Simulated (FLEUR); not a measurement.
**MoP: equation of state with LDA**

Crystal: MoP.

```
Mo P
1.0
     3.22300    0.00000    0.00000
    -1.61150    2.79120    0.00000
     0.00000    0.00000    3.19100
Mo P
1 1
Cartesian
  0.0000 0.0000 0.0000
  0.0000 1.8608 1.5955
```

* Program: FLEUR MaX-R8.1 (later development tree)
* Task: equation of state
* Functional: LDA
* Potentials or basis: all-electron
* Basis: FLAPW
* Kmax: 5.51 1/bohr
* k mesh: 10 × 10 × 8
* Occupations: fermi-dirac, width 0.05 eV
* Spin: no spin polarisation

```yaml
Equilibrium_volume: 13.91 Å³/atom
Bulk_modulus_at_fixed_shape_and_positions: 252 GPa
Pressure_derivative_of_the_bulk_modulus: "4.4 (rough: it moves with the points fitted)"
```

Energy against volume, from the lowest point:
```csv
volume (Å³/atom),energy (meV/atom)
13.492,9.42
13.779,0.00
14.353,9.53
14.927,50.52
15.214,80.78
```

Caveat: the cell was scaled at fixed shape and fractional positions, which overstates the stiffness of a crystal with free parameters, most of all of layers and chains.
